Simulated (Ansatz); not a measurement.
## HgTe: density of states with PBEsol

The system is HgTe.

```
Hg Te
1.0
    -3.04560    3.04560    1.55941
     3.04560   -3.04560    1.55941
     3.04560    3.04560   -1.55941
Hg Te
1 1
Direct
  0.75000 0.25000 0.50000
  0.00000 0.00000 0.00000
```

Measurements of this composition are mostly on another form, of space group No. 216.

| Quantity | Value |
| --- | --- |
| Program | Ansatz 0.2.0 |
| Task | density of states |
| Functional | PBEsol |
| Potentials or basis | Ansatz PAW |
| Cutoff | 420 eV (not typed: the program's choice for these potentials) |
| k mesh | 8 × 8 × 8 |
| Occupations | fermi-dirac, width 0.05 eV |
| Spin | no spin polarisation |

```
Pressure                             : -3.7 GPa
Band gap on the k mesh               : none (metal or under the smearing width)
Density of states at the Fermi level : 0.99 states/eV per cell
```

Stress tensor (GPa, compression positive):
```
-4.02  0.00  0.00
 0.00 -4.02  0.00
 0.00  0.00 -3.08
```

Levels at points of the mesh, in eV from the Fermi level:
```csv
k point,band 15,band 16,band 17,band 18,band 19,band 20,band 21,band 22
"(0.00, 0.00, 0.00)",-6.18,-3.50,-2.48,-2.48,3.39,4.55,6.82,6.82
"(0.00, 0.00, -0.50)",-6.13,-6.08,-0.93,1.44,1.87,2.80,3.36,8.90
"(0.00, -0.50, 0.00)",-6.19,-4.58,-1.97,-1.13,-0.19,3.15,3.73,5.83
"(-0.50, -0.50, -0.50)",-6.13,-4.41,-4.37,-4.37,3.06,7.30,7.92,7.92
```

States per cell in windows of 0.5 eV (zero at the Fermi level; states under -8 eV left out):
```tsv
from (eV)	total
-8.0	0.04
-7.5	1.30
-7.0	5.67
-6.5	3.02
-6.0	0.33
-5.5	0.39
-5.0	0.47
-4.5	0.65
-4.0	0.23
-3.5	0.46
-3.0	0.61
-2.5	0.61
-2.0	0.60
-1.5	0.91
-1.0	0.36
-0.5	0.35
0.0	0.61
0.5	0.51
1.0	0.29
1.5	0.28
2.0	0.35
2.5	0.51
3.0	0.45
3.5	0.43
4.0	0.64
4.5	0.74
5.0	0.72
5.5	0.86
6.0	0.43
6.5	0.43
7.0	0.40
7.5	0.61
```

It took 7.9 s on 2 threads of AMD EPYC 7R13 Processor (Zen 3), with other jobs on the host, peak memory 0.45 GiB.

Caveat: the PAW data sets come from PBE, with cores solved anew for the run's functional, which leaves a small shift of forces and pressure. Spin-orbit coupling is left out, which matters for the levels of Hg, Te.
